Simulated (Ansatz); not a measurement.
Crystal: MnO.

```
Mn O
1.0
     2.96949    0.00000    0.00000
    -1.48474    2.57165    0.00000
     0.00000    0.00000    2.89807
Mn O
1 1
Direct
  0.00000 0.00000 0.00000
  0.66667 0.33333 0.50000
```

Measurements of this composition are mostly on another form, of space group No. 225.

```yaml
Program: Ansatz 0.2.0
Task: relaxation of cell and atoms
Functional: HSEsol
Potentials_or_basis: Ansatz PAW
Cutoff: "420 eV (not typed: the program's choice for these potentials)"
k_mesh: 5 × 5 × 5
Occupations: fermi-dirac, width 0.05 eV
Spin: collinear spin, ferromagnetic start
Starting_moments: "[4.0, 0.0] μB"
```

At the start: volume 11.07 Å³/atom.

**Question.** How do energy, volume and symmetry change on relaxing?

**Answer.** It ends after 7 steps and the volume is 10.82 Å³/atom (-2.2 %); space group P-6m2 (No. 187, to 0.05 Å); moment 5.00 μB per cell.

Step by step:
```
step  energy change (eV)  largest force (eV/Å)  volume (Å³)
   1              0.0000                0.0000        22.13
   2             -0.0664                0.0000        21.91
   3             -0.0717                0.0000        21.58
   4             -0.0716                0.0000        21.64
   5             -0.0705                0.0000        21.64
   6             -0.0705                0.0000        21.64
   7             -0.0705                0.0000        21.64
```

Final structure:
```
CELL_PARAMETERS angstrom
3.00551 0.00000 0.00000
-1.50276 2.60285 0.00000
0.00000 0.00000 2.76584
ATOMIC_POSITIONS crystal
Mn 0.00000 0.00000 0.00000
O 0.66667 0.33333 0.50000
```

Caveat: the k mesh is coarse (spacing up to 0.49 Å⁻¹), so the values aren't converged, least of all with exact exchange; the magnetic or orbital state may not be the lowest; the plane-wave basis is chosen anew once the cell has moved, so the energies of steps on either side of that aren't comparable; the pressure holds a Pulay correction of +0.6 GPa for the finite cutoff; a cell with one magnetic atom can't hold antiferromagnetic order, which such compounds often take; the PAW data sets come from PBE, with cores solved anew for the run's functional, which leaves a small shift of forces and pressure.
